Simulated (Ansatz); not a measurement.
# C (C, omega (AlB2-type)): the cost of one run

Program: Ansatz 0.2.0. Level of theory: DFT revPBE, plane waves (420 eV) with PAW, scalar-relativistic; PBE-made PAW files. These are calculated values, not measurements.

## (1) The structure to begin with

The structure is hexagonal, space group P6/mmm (No. 191). Conventional cell: a = 3.344 Å, b = 3.344 Å, c = 2.050 Å, α = 90.00°, β = 90.00°, γ = 120.00°. C (site symmetry 6/mmm) has 14 C at 2.05 to 2.19 Å as nearest neighbours. Around C (site symmetry -6m2) lie 11 C at 1.93 to 2.19 Å.

Structure file:

```
CELL_PARAMETERS angstrom
3.34383 0.00000 0.00000
-1.67191 2.89584 0.00000
0.00000 0.00000 2.04977
ATOMIC_POSITIONS crystal
C 0.00000 0.00000 0.00000
C 0.33333 0.66667 0.50000
C 0.66667 0.33333 0.50000
```

## (2) Geometry optimisation

input.yaml reads:

```yaml
crystal:
  lattice:
    - [3.3438265309, 0.0, 0.0]
    - [-1.6719132655, 2.8958387216, 0.0]
    - [0.0, 0.0, 2.0497656634]
  atoms:
    - { symbol: C, position: [0.0, 0.0, 0.0] }
    - { symbol: C, position: [0.3333333333, 0.6666666667, 0.5] }
    - { symbol: C, position: [0.6666666667, 0.3333333333, 0.5] }
hamiltonian:
  xc: revpbe
  pseudopotentials:
    kind: paw
    azcp:
      C: "pseudopotentials/C.paw.azcp"
basis:
  ecutwfc: 420
  fft_grid_basis: typed
kpoints:
  mp_grid: { grid: [11, 11, 15], shift: [0, 0, 0] }
magnetization:
  spin_polarized: false
scf:
  occupations: { method: fermi_dirac, width: 0.1 }
relax:
  max_steps: 60
  f_tol: 0.01
  cell: {}
```

What time and memory should one allow on 2 threads of Intel Xeon 6975P-C (Granite Rapids), shared host?

About 59 s, with a peak of 0.45 GiB.
